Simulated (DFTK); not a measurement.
The system is Li.

```
Li
1.0
     3.11100    0.00000    0.00000
    -1.55550    2.69421    0.00000
     0.00000    0.00000    5.09300
Li
2
Direct
  0.66667 0.33333 0.75000
  0.33333 0.66667 0.25000
```

This isn't the form of Li at room conditions, which is bcc.

```yaml
Program: DFTK 0.8.2
Task: single point
Functional: PBE
Potentials_or_basis: dojo.nc.sr.pbe.v0_4_1.standard.upf (PBE)
Cutoff: 1007 eV
k_mesh: 10 × 10 × 5
Occupations: fermi-dirac, width 0.05 eV
Spin: no spin polarisation
```

On this cell: pressure -0.7 GPa; largest force under 0.003 eV/Å; band gap on the k mesh none (metal or under the smearing width).

The same run follows on a disturbed copy (atoms moved at random, drawn with an rms of 0.05 Å):

```
Li
1.0
     3.11100    0.00000    0.00000
    -1.55550    2.69421    0.00000
     0.00000    0.00000    5.09300
Li
2
Direct
  0.66777 0.33675 0.75534
  0.33089 0.67143 0.24566
```

Task: What does the disturbed cell give?

Result: The energy (extrapolated to zero smearing) moves by +0.7 meV/atom; pressure -0.7 GPa; largest force 0.055 eV/Å; band gap on the k mesh none (metal or under the smearing width).

Forces on the atoms (eV/Å):
```
Li  -0.002  0.001 -0.055
Li   0.002 -0.001  0.055
```

Stress tensor (GPa, compression positive):
```
-0.63  0.02  0.00
 0.02 -0.62  0.00
 0.00  0.00 -0.81
```
